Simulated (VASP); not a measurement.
# PtS2 (P-3m1) in VASP: further runs

One crystal, PtS2, is run at these levels: BLYP, PBE, r2SCAN; tasks: relaxation of cell and atoms, single point.

All numbers are computed with VASP 6.6.1; they aren't measurements. Logs are shortened: lines on timing, memory, paths and dates and some standing lists are left out, and cuts for length are marked.

### 1 The structure

It takes space group P-3m1 (No. 164, trigonal). The conventional cell has a = 3.543 Å, b = 3.543 Å, c = 5.039 Å, α = 90.00°, β = 90.00°, γ = 120.00°. Around Pt (site symmetry -3m) lie 6 S at 2.34 Å. S (site symmetry 3m) is surrounded by 3 Pt at 2.34 Å.

### 2 Relaxation of cell and atoms, BLYP

The input, INCAR:

```
PREC     = Accurate       # precision mode
ENCUT    = 600            # plane-wave cutoff, eV
EDIFF    = 1E-7           # SCF threshold, eV
ISMEAR   = -1             # smearing method
SIGMA    = 0.05           # smearing width, eV
LREAL    = False          # projectors in reciprocal space
LASPH    = True           # aspherical terms in the spheres
NELM     = 60             # most SCF steps
ALGO     = Normal         # electronic algorithm
ISIF     = 3              # what is computed and relaxed
LWAVE    = False          # write WAVECAR
LCHARG   = False          # write CHGCAR
GGA      = B5             # functional
ALDAX    = 1.0          
AGGAX    = 1.0          
AGGAC    = 1.0          
ALDAC    = 0.0          
IBRION   = 2              # ionic algorithm
NSW      = 60             # ionic steps
EDIFFG   = -0.01          # ionic threshold
```

The input, KPOINTS:

```
Automatic mesh
0
Gamma
  9 9 5
```

The input, POSCAR:

```
PtS2
1.0
    3.5432000000      0.0000000000      0.0000000000
   -1.7716000000      3.0685012107      0.0000000000
    0.0000000000      0.0000000000      5.0388000000
Pt S
1 2
Direct
    0.0000000000      0.0000000000      0.0000000000
    0.6666666667      0.3333333333      0.7730000000
    0.3333333333      0.6666666667      0.2270000000
```

Potentials or basis: VASP PAW PBE potentials, release 64 (Pt, S).

Command:

```console
cat potpaw_PBE.64/Pt/POTCAR potpaw_PBE.64/S/POTCAR > POTCAR
mpirun -np 1 vasp_std > vasp.out
```

OUTCAR:

```text
PREC = Accurate
   ENCUT = 600
   EDIFF = 1E-7
   ISMEAR = -1
   LREAL = False
   LASPH = True
   NELM = 60
   ISIF = 3
   GGA = B5
   IBRION = 2
   NSW = 60
   EDIFFG = -0.01

 ion  position               nearest neighbor table
   1  0.000  0.000  0.000-   2 2.34   3 2.34   2 2.34   3 2.34   2 2.34   3 2.34
   2  0.667  0.333  0.773-   1 2.34   1 2.34   1 2.34
   3  0.333  0.667  0.227-   1 2.34   1 2.34   1 2.34

  LATTYP: Found a hexagonal cell.
 ALAT       =     3.5432000000
 C/A-ratio  =     1.4221043125

  Lattice vectors:

 A1 = (   3.5432000000,   0.0000000000,   0.0000000000)
 A2 = (  -1.7716000000,   3.0685012107,   0.0000000000)
 A3 = (   0.0000000000,   0.0000000000,   5.0388000000)

Analysis of symmetry for initial positions (statically):
=====================================================================
 Subroutine PRICEL returns:
 Original cell was already a primitive cell.

 Routine SETGRP: Setting up the symmetry group for a
 hexagonal supercell.

 Subroutine GETGRP returns: Found 12 space group operations
 (whereof 12 operations were pure point group operations)
 out of a pool of 24 trial point group operations.

The static configuration has the point symmetry D_3d.

Analysis of symmetry for dynamics (positions and initial velocities):
=====================================================================
 Subroutine PRICEL returns:
 Original cell was already a primitive cell.

 Routine SETGRP: Setting up the symmetry group for a
 hexagonal supercell.

 Subroutine GETGRP returns: Found 12 space group operations
 (whereof 12 operations were pure point group operations)
 out of a pool of 24 trial point group operations.

The dynamic configuration has the point symmetry D_3d.

 Subroutine INISYM returns: Found 12 space group operations
 (whereof 12 operations are pure point group operations),
 and found     1 'primitive' translations

----------------------------------------------------------------------------------------

                                     Primitive cell

  volume of cell :      54.7834

  direct lattice vectors                    reciprocal lattice vectors
     3.543200000  0.000000000  0.000000000     0.282230752  0.162946001  0.000000000
    -1.771600000  3.068501211  0.000000000     0.000000000  0.325892001  0.000000000
     0.000000000  0.000000000  5.038800000     0.000000000  0.000000000  0.198459951

  length of vectors
     3.543200000  3.543200000  5.038800000     0.325892001  0.325892001  0.198459951

  position of ions in fractional coordinates (direct lattice)
     0.000000000  0.000000000  0.000000000
     0.666666667  0.333333333  0.773000000
     0.333333333  0.666666667  0.227000000

  ion indices of the primitive-cell ions
[... 68 lines left out ...]
   ISTART =      0    job   : 0-new  1-cont  2-samecut
   ICHARG =      2    charge: 1-file 2-atom 10-const
   ISPIN  =      1    spin polarized calculation?
   LNONCOLLINEAR =      F non collinear calculations
   LSORBIT =      F    spin-orbit coupling
   LASPH  =      T    aspherical Exc in radial PAW
   ENCUT  =  600.0 eV  44.10 Ry    6.64 a.u.   7.08  7.08 10.06*2*pi/ulx,y,z
   NELM   =     60;   NELMIN=  2; NELMDL= -5     # of ELM steps
   EDIFF  = 0.1E-06   stopping-criterion for ELM
   LREAL  =      F    real-space projection
   EDIFFG = -.1E-01   stopping-criterion for IOM
   NSW    =     60    number of steps for IOM
   IBRION =      2    ionic relax: 0-MD 1-quasi-New 2-CG
   NFREE  =      1    steps in history (QN), initial steepest desc. (CG)
   ISIF   =      3    stress and relaxation
   ISYM   =      2    0-nonsym 1-usesym 2-fastsym
   POTIM  = 0.5000    time-step for ionic-motion
   TEBEG  =    0.0;   TEEND  =   0.0 temperature during run
   PSTRESS=    0.0 pullay stress
   NELECT =      22.0000    total number of electrons
   NUPDOWN=      -1.0000    fix difference up-down
   EMIN   =  10.00;   EMAX   =-10.00  energy-range for DOS
   EFERMI =   0.00;   METHOD = LEGACY
   ISMEAR =    -1;   SIGMA  =   0.05  broadening in eV -4-tet -1-fermi 0-gaus
   EFERMI_NEDOS =   21; number of points for ismear=-14 and -15
   IALGO  =     38    algorithm
   IMIX   =      4    mixing-type and parameters
     AMIX     =   0.40;   BMIX     =  1.00
     AMIX_MAG =   1.60;   BMIX_MAG =  1.00
  volume/ion in A,a.u.               =      18.26       123.23
  Fermi-wavevector in a.u.,A,eV,Ry     =   1.207812  2.282434 19.848315  1.458810
  Thomas-Fermi vector in A             =   2.343439
   LORBIT       =      0    0 simple, 1 ext, 2 COOP (PROOUT), +10 PAW based schemes
   GGA     = B5    functional components
   LHFCALC =     F    Hartree Fock is set to
   AEXX    =    0.0000 exact exchange contribution
   IVDW    =     0    specifies the selected vdW correction
   LEPSILON=     F    determine dielectric tensor
   LRPA    =     F    only Hartree local field effects (RPA)
 conjugate gradient relaxation of ions
 non-spin polarized calculation
  energy-cutoff  :      600.00
  volume of cell :       54.78
 maximum number of plane-waves:      1863
   NGX = 15   NGY = 15   NGZ = 21

--------------------------------------- Ionic step        1  -------------------------------------------

 number of electron      22.0000000 magnetization

 Free energy of the ion-electron system (eV)
  ---------------------------------------------------
  ext. energy  EPLUGINS =         0.00000000
  ---------------------------------------------------
  free energy    TOTEN  =       -12.90008724 eV

  energy without entropy =      -12.90008432  energy(sigma->0) =      -12.90008578

 E-fermi :   7.6468     XC(G=0): -10.0040

 val. band max:        7.1451041597   @ k =   0.0000   0.2222   0.2000
 cond. band min:       8.1943197044   @ k =   0.0000   0.3333   0.2000
 fundamental gap:      1.0492155447
 Fermi energy:         7.6468259667
[... 968 lines left out ...]
      4      -0.6032      2.00000
      5      -0.0660      2.00000
      6       0.4828      2.00000
      7       1.0484      2.00000
      8       2.2190      2.00000
      9       3.4034      2.00000
     10       3.5596      2.00000
     11       4.3955      2.00000
     12       5.8187      0.00000
     13       6.5263      0.00000
     14      10.4935      0.00000
     15      12.4249      0.00000

 [... further k-points ...]

[... ionic steps 4 to 34 ...]

--------------------------------------- Ionic step       35  -------------------------------------------

 number of electron      22.0000002 magnetization

------------------------ aborting loop because EDIFF is reached ----------------------------------------
[... 69 lines left out ...]
--------------------------------------- Ionic step       37  -------------------------------------------

 number of electron      21.9999997 magnetization

 Free energy of the ion-electron system (eV)
  ---------------------------------------------------
  ext. energy  EPLUGINS =         0.00000000
  ---------------------------------------------------
  free energy    TOTEN  =       -13.42056791 eV

  energy without entropy =      -13.42056787  energy(sigma->0) =      -13.42056789

 E-fermi :   3.1405     XC(G=0):  -7.8900

 val. band max:        2.3119769456   @ k =   0.0000   0.1111   0.4000
 cond. band min:       3.8881419326   @ k =   0.0000   0.2222   0.4000
 fundamental gap:      1.5761649870
 Fermi energy:         3.1405439718
[... 462 lines left out ...]
  FREE ENERGIE OF THE ION-ELECTRON SYSTEM (eV)
  ---------------------------------------------------
  free  energy   TOTEN  =       -13.4205679107 eV

  energy  without entropy=      -13.4205678734  energy(sigma->0) =      -13.42056789

 reached required accuracy - stopping structural energy minimisation
```

CONTCAR:

```text
PtS2
   1.00000000000000
     3.6426595002867477    0.0000000000000001    0.0000000000000003
    -1.8213297501433738    3.1546356645968663   -0.0000000000000000
    -0.0000000000000005    0.0000000000000001    6.9847679508664138
  Pt              S
     1     2
Direct
     0.0000000000000000    0.0000000000000000    0.0000000000000000
     0.6666666667000030    0.3333333332999970    0.8212428558332474
     0.3333333332999970    0.6666666667000030    0.1787571441667529

  0.00000000E+00  0.00000000E+00  0.00000000E+00
  0.00000000E+00  0.00000000E+00  0.00000000E+00
  0.00000000E+00  0.00000000E+00  0.00000000E+00
```

Wall time 19 min (1 thread of Intel Xeon Platinum 8488C (Sapphire Rapids), shared host); peak memory 0.21 GiB.

What came out:

* Free energy: -13.4206 eV
* Relaxed volume: 26.75 Å³/atom
* Relaxed cell: a = 3.643 Å, b = 3.643 Å, c = 6.985 Å, α = 90.00°, β = 90.00°, γ = 120.00°
* Space group after relaxing (to 0.05 Å): P-3m1 (No. 164)
* Energy gained by relaxing: 173.5 meV/atom
* Ionic steps: 37
* Pressure after relaxing: 0.0 GPa
* Largest force after relaxing: 0.008 eV/Å
* Band gap on the k mesh: 1.58 eV, indirect (least direct gap 1.60 eV)

Forces on the atoms (eV/Å):
```
Pt   0.000  0.000  0.000
S    0.000  0.000  0.008
S    0.000  0.000 -0.008
```

The path:
| step | energy change (eV) | largest force (eV/Å) | pressure (GPa) | volume (Å³) |
| --- | --- | --- | --- | --- |
| 1 | 0.0000 | 1.8526 | 19.45 | 54.78 |
| 2 | 0.4140 | 1.7759 | -13.90 | 74.29 |
| 3 | -0.4131 | 0.1680 | -0.67 | 61.71 |
| 4 | -0.4146 | 0.0922 | 0.04 | 61.35 |
| 5 | -0.4146 | 0.0628 | 0.32 | 61.21 |
| 6 | -0.4262 | 0.1235 | 0.33 | 61.55 |
| 7 | -0.4433 | 0.3058 | 0.37 | 62.49 |
| 8 | -0.4561 | 0.2407 | 0.38 | 63.31 |
| 9 | -0.4823 | 0.0408 | 0.61 | 65.70 |
| 10 | -0.4891 | 0.4205 | 1.77 | 70.51 |
| 11 | -0.4927 | 0.3798 | 1.41 | 71.18 |
| 12 | -0.4995 | 0.2664 | 0.39 | 73.21 |
| 13 | -0.4977 | 0.0669 | -1.27 | 77.35 |
| 14 | -0.5007 | 0.1755 | -0.41 | 75.17 |
| 15 | -0.5042 | 0.1538 | -0.37 | 75.32 |
| 16 | -0.5124 | 0.0891 | -0.24 | 75.79 |
| 17 | -0.5185 | 0.0394 | 0.03 | 76.67 |
| 18 | -0.5185 | 0.0307 | 0.01 | 76.61 |
| 19 | -0.5185 | 0.0266 | 0.00 | 76.59 |
| 20 | -0.5185 | 0.0208 | 0.04 | 76.60 |
| 21 | -0.5186 | 0.0028 | 0.15 | 76.64 |
| 22 | -0.5186 | 0.0060 | 0.20 | 76.66 |
| 23 | -0.5186 | 0.0065 | 0.20 | 76.67 |
| 24 | -0.5187 | 0.0076 | 0.20 | 76.70 |
| 25 | -0.5187 | 0.0097 | 0.21 | 76.77 |
| 26 | -0.5188 | 0.0141 | 0.22 | 76.90 |
| 27 | -0.5190 | 0.0230 | 0.23 | 77.16 |
| 28 | -0.5193 | 0.0418 | 0.26 | 77.68 |
| 29 | -0.5194 | 0.0826 | 0.34 | 78.72 |
| 30 | -0.5196 | 0.0739 | 0.27 | 78.93 |
| 31 | -0.5199 | 0.0495 | 0.08 | 79.54 |
| 32 | -0.5197 | 0.0031 | -0.31 | 80.77 |
| 33 | -0.5199 | 0.0325 | -0.07 | 80.01 |
| 34 | -0.5199 | 0.0354 | -0.05 | 79.94 |
| 35 | -0.5200 | 0.0310 | -0.05 | 79.97 |
| 36 | -0.5203 | 0.0180 | -0.04 | 80.07 |
| 37 | -0.5205 | 0.0076 | -0.03 | 80.26 |

Final structure:
```xyz
3
Lattice="3.6427 0.0000 0.0000 -1.8213 3.1546 0.0000 0.0000 0.0000 6.9848" Properties=species:S:1:pos:R:3 pbc="T T T"
Pt    0.0000    0.0000    0.0000
S     1.8213    1.0515    5.7362
S     0.0000    2.1031    1.2486
```

Levels at points of the mesh, in eV from the valence-band top:
| k point | band 7 | band 8 | band 9 | band 10 | band 11 | band 12 | band 13 | band 14 | band 15 |
| --- | --- | --- | --- | --- | --- | --- | --- | --- | --- |
| (0.00, 0.00, 0.00) | -2.61 | -0.84 | -0.39 | -0.28 | -0.28 | 2.94 | 2.94 | 5.03 | 6.23 |

Caveat: the volume moved by over 15 % at a fixed basis, so the end points are rough; the PAW data sets were made with another functional, which shifts forces and pressure a little; spin-orbit coupling is left out, which moves the levels of the heavy elements; an odd mesh through Γ misses points on the zone boundary, where band edges often lie; this functional lacks dispersion, which binds the layers, so the pressure and a relaxed spacing across them are unreliable, and here the layers came unbound; the volume moved by +47 % from the deposited cell, more than functionals usually miss.

### 3 Single point, PBE

The input, INCAR:

```
SYSTEM = PtS2
PREC = Accurate
ENCUT = 520
EDIFF = 1E-6
ISMEAR = 0
SIGMA = 0.012
LREAL = .False.
LASPH = .True.
NELM = 100
ALGO = Normal
ISIF = 2
LWAVE = .False.
LCHARG = .False.
GGA = PE
```

The input, KPOINTS:

```
Automatic mesh
0
Gamma
  9 9 5
  0 0 0
```

POSCAR is that of step 2.

Potentials or basis: VASP PAW PBE potentials, release 64 (Pt, S).

Command:

```console
cat potpaw_PBE.64/Pt/POTCAR potpaw_PBE.64/S/POTCAR > POTCAR
mpirun -np 1 vasp_std > vasp.out
```

Wall time 16 s (1 thread of Intel Xeon 6975P-C (Granite Rapids), shared host); peak memory 0.2 GiB.

The run converged. Its results:

```yaml
Free_energy: -15.2714 eV
Pressure: 11.1 GPa
Largest_force: 1.213 eV/Å
Band_gap_on_the_k_mesh: 1.03 eV, indirect (least direct gap 1.08 eV)
```

Forces on the atoms (eV/Å):
```
Pt   0.000  0.000  0.000
S    0.000  0.000 -1.213
S    0.000  0.000  1.213
```

Stress tensor (GPa, compression positive):
```
11.57  0.00  0.00
 0.00 11.57  0.00
 0.00  0.00 10.08
```

Levels at points of the mesh, in eV from the valence-band top:
```tsv
k point	band 8	band 9	band 10	band 11	band 12	band 13	band 14	band 15
(0.00, 0.00, 0.00)	-1.79	-1.14	-1.14	-0.12	2.46	2.46	4.80	5.78
```

Caveat: spin-orbit coupling is left out, which moves the levels of the heavy elements; an odd mesh through Γ misses points on the zone boundary, where band edges often lie; forces of over 1 eV/Å show positions far from the minimum, so gaps and moduli don't describe the material at rest.

### 4 Single point, r2SCAN

The input, INCAR:

```
SYSTEM = PtS2
  PREC = Accurate
  ENCUT = 900
  EDIFF = 1E-8
  ISMEAR = 0
  SIGMA = 0.05
  LREAL = .FALSE.
  LASPH = .TRUE.
  NELM = 100
  ALGO = Normal
  ISIF = 2
  LWAVE = .FALSE.
  LCHARG = .FALSE.
  METAGGA = R2SCAN
  LMIXTAU = .TRUE.
  ADDGRID = .FALSE.
```

The input, KPOINTS:

```
regular mesh
0
G
  13 13 8
  0 0 0
```

POSCAR is that of step 3.

Command:

```console
cat potpaw_PBE.64/Pt/POTCAR potpaw_PBE.64/S/POTCAR > POTCAR
mpirun -np 1 vasp_std > vasp.out
```

Run time: 8.4 min. Hardware: 1 thread of Intel Xeon Platinum 8559C (Emerald Rapids), shared host; peak memory 0.46 GiB.

Results (log left out):

```
Free energy            : -68.7432 eV
Pressure               : 9.3 GPa
Largest force          : 1.211 eV/Å
Band gap on the k mesh : 0.95 eV, indirect (least direct gap 1.21 eV)
```

Forces on the atoms (eV/Å):
```
Pt   0.000  0.000  0.000
S    0.000  0.000 -1.211
S    0.000  0.000  1.211
```

Stress tensor (GPa, compression positive):
```
9.23 0.00 0.00
0.00 9.23 0.00
0.00 0.00 9.41
```

Levels at points of the mesh, in eV from the valence-band top:
```tsv
k point	band 9	band 10	band 11	band 12	band 13	band 14
(0.00, 0.00, 0.00)	-1.24	-1.24	-0.14	2.59	2.59	5.18
(0.00, 0.00, 0.50)	-1.43	-1.43	-0.97	3.08	3.08	5.89
```

Caveat: the PAW data sets were made with another functional, which shifts forces and pressure a little; spin-orbit coupling is left out, which moves the levels of the heavy elements; an odd mesh through Γ misses points on the zone boundary, where band edges often lie. r2SCAN opens gaps a little over a GGA but as a rule still falls short of measured ones.

### 5 For comparison

An earlier run on the cell as given: functional PBEsol; potentials or basis VASP PAW PBE potentials, release 64 (Pt, S); cutoff 520 eV; k mesh 9 × 9 × 5; occupations fermi-dirac, width 0.05 eV; no spin polarisation.

- Pressure: 6.1 GPa
- Largest force: 0.930 eV/Å
- Band gap on the k mesh: 0.96 eV, indirect (least direct gap 1.00 eV)

### 6 The runs side by side

```csv
task,level,cell,k mesh,cutoff (eV),smearing,ladder,gap on the mesh (eV),pressure (GPa),largest force (eV/Å)
relaxation of cell and atoms,BLYP,relaxed,9 × 9 × 5,600,fermi-dirac 0.05 eV,-,1.58,0.0,0.01
single point,PBE,as given,9 × 9 × 5,520,gaussian 0.012 eV,-,1.03,11.1,1.21
single point,r2SCAN,as given,13 × 13 × 8,900,gaussian 0.05 eV,-,0.95,9.3,1.21
single point,PBEsol,as given,9 × 9 × 5,520,fermi-dirac 0.05 eV,free,0.96,6.1,0.93
```

Alike in all rows: potentials or basis VASP PAW PBE potentials, release 64 (Pt, S); no spin polarisation.

On the cell as given the gap runs from 0.95 eV (r2SCAN) to 1.03 eV (PBE); the meshes differ, which moves gaps too. The pressure there spans 6.1 GPa (PBEsol) to 11.1 GPa (PBE); a positive pressure means that this level wants a larger cell, a negative one a smaller.

Caveats: spin-orbit coupling is left out, which moves the levels of the heavy elements; an odd mesh through Γ misses points on the zone boundary, where band edges often lie; the PAW data sets were made with another functional, which shifts forces and pressure a little (some runs); the volume moved by over 15 % at a fixed basis, so the end points are rough (some runs); this functional lacks dispersion, which binds the layers, so the pressure and a relaxed spacing across them are unreliable, and here the layers came unbound (some runs); the volume moved by +47 % from the deposited cell, more than functionals usually miss (some runs); forces of over 1 eV/Å show positions far from the minimum, so gaps and moduli don't describe the material at rest (some runs).

Total energies depend on the potentials used, so only differences within one code and one set of settings carry meaning.
